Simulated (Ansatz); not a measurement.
BaF$_{2}$ (fluorite)

```
BaF2
1.0
    0.00000     3.12321     3.12321
    3.12321     0.00000     3.12321
    3.12321     3.12321     0.00000
Ba F
1 2
Direct
  0.00000   0.00000   0.00000
  0.25000   0.25000   0.25000
  0.75000   0.75000   0.75000
```

All values below come from PBE (plane waves to 420 eV, PAW, scalar-relativistic; Ansatz, a first-principles code). Harmonic phonons by density-functional perturbation theory on a 8×8×8 k mesh, in cm⁻¹; i marks imaginary ones, q is in fractions of the reciprocal vectors of the cell shown, and the three acoustic modes at Γ are left out. The non-analytic (LO-TO) term is not included, so polar modes at Γ have their transverse values. The program warned that its band solver left a few bands short of their tolerance. BaF2 was relaxed with its symmetry unable to fall.

Question: Does any mode at Γ, L = (0.5, 0.0, 0.0), X = (0.5, 0.5, 0.0) come out imaginary?

Answer: No imaginary mode at these points (lowest 65 cm⁻¹ at L = (0.5, 0.0, 0.0)); other wave vectors were not tested.

Question: List the wavenumbers at Γ, L = (0.5, 0.0, 0.0), X = (0.5, 0.5, 0.0), with degeneracies.

Answer: 
| q | wavenumbers (cm⁻¹) |
|---|---|
| Γ | 164 (×3), 230 (×3) |
| L = (0.5, 0.0, 0.0) | 65 (×2), 134, 183 (×2), 206 (×2), 214, 274 |
| X = (0.5, 0.5, 0.0) | 87 (×2), 126, 149, 158 (×2), 219 (×2), 306 |
